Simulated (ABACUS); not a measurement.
A run of ABACUS 3.10.1:

Contents of INPUT:

```
INPUT_PARAMETERS
suffix              GaP
calculation         scf
basis_type          pw
pseudo_dir          ./
latname             fcc
symmetry            1
dft_functional      GGA_X_OPTX+GGA_C_LYP
ecutwfc             81
pseudo_rcut         10
nspin               1
nbands              19
ks_solver           dav
smearing_method     fd
smearing_sigma      0.00367493
scf_thr             1e-08
scf_nmax            100
mixing_type         broyden
mixing_beta         0.7
cal_force           1
cal_stress          1
out_chg             1
kpar                4
```

STRU

```
ATOMIC_SPECIES
Ga 69.7230 Ga.upf
P 30.9738 P.upf

LATTICE_CONSTANT
10.2999522423

ATOMIC_POSITIONS
Direct

Ga
0.0
1
0.0000000000 0.0000000000 0.0000000000 1 1 1

P
0.0
1
0.2500000000 0.2500000000 0.2500000000 1 1 1
```

The input KPT:

```
K_POINTS
0
Gamma
6 6 6 0 0 0
```

Potentials or basis: PseudoDojo NC SR 0.4.1 PBE standard, plane waves.

Run with:

```bash
$ OMP_NUM_THREADS=1 mpirun -np 4 abacus > log
```

Hardware: 4 MPI ranks on Intel(R) Xeon(R) Platinum 8488C (Sapphire Rapids), with other jobs on the host.

Estimate the wall time of this run.

It took 5.6 s on 4 MPI ranks on Intel(R) Xeon(R) Platinum 8488C (Sapphire Rapids) (shared host), peak memory 0.36 GiB a rank. Counts: scf iterations 7, k points 16, bands 19, ranks 4.
